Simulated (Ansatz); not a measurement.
**AlFe: elastic constants from stress and strain**

```yaml
crystal:
  lattice:
    - [2.91000, 0.00000, 0.00000]
    - [0.00000, 2.91000, 0.00000]
    - [0.00000, 0.00000, 2.91000]
  atoms:
    - { symbol: Al, position: [0.00000, 0.00000, 0.00000] }
    - { symbol: Fe, position: [0.50000, 0.50000, 0.50000] }
```

Atom numbers follow the list: Al1, Fe2.

The geometry is COD entry 1541193, unchecked; take it as a test cell.

Other magnetic orders may lie lower; this is the state that the run reached.

Computed with DFT, PBE, all-electron LAPW, scalar-relativistic in Ansatz 0.2.0.

Numerical set-up: a Γ-centred 12×12×12 k mesh, Fermi–Dirac smearing of 0.05 eV, basis error target 0.5 meV/atom, spin-polarised from start moments Fe2 3 μB.

The unstrained cell is at -5.93 GPa. Large strains and very small stresses are left out. Each strain is applied once, with fractional coordinates held (clamped ions), and σ below is the change of stress, positive in tension. One finite strain gives stress–strain coefficients at this pressure with an error of the order of the strain times third-order constants, a few per cent for each per cent of strain. In a metal the k mesh adds noise of tens of per cent to soft shears.

(1) Estimate the stiffness probed by this change, and the stress that it gives: xy engineering shear strain of -3 %.

(2) Estimate the stiffness probed by this change, and the stress that it gives: z strained by -1.5 % at fixed volume.

(3) Scaling the volume by 0.9800 and 1.0200 gives -2.80 GPa and -8.74 GPa. Combine this with the best C11 − C12 to estimate C11 and C12.

Answers

(1) σxy = -3.72 GPa and γxy = 2εxy = -0.0300, so C44 (clamped ions) = σxy/γxy = 124 GPa.

(2) σzz − σxx = -2.05 GPa and εzz − εxx = -0.0226, so C11 − C12 = (σzz − σxx)/(εzz − εxx) = 91 GPa.

(3) B = −ΔP/Δln V = 148.6 GPa = (C11 + 2 C12)/3; with C11 − C12 = 90.6 GPa, C11 = B + (2/3)(C11 − C12) = 209 GPa and C12 = B − (C11 − C12)/3 = 118 GPa.
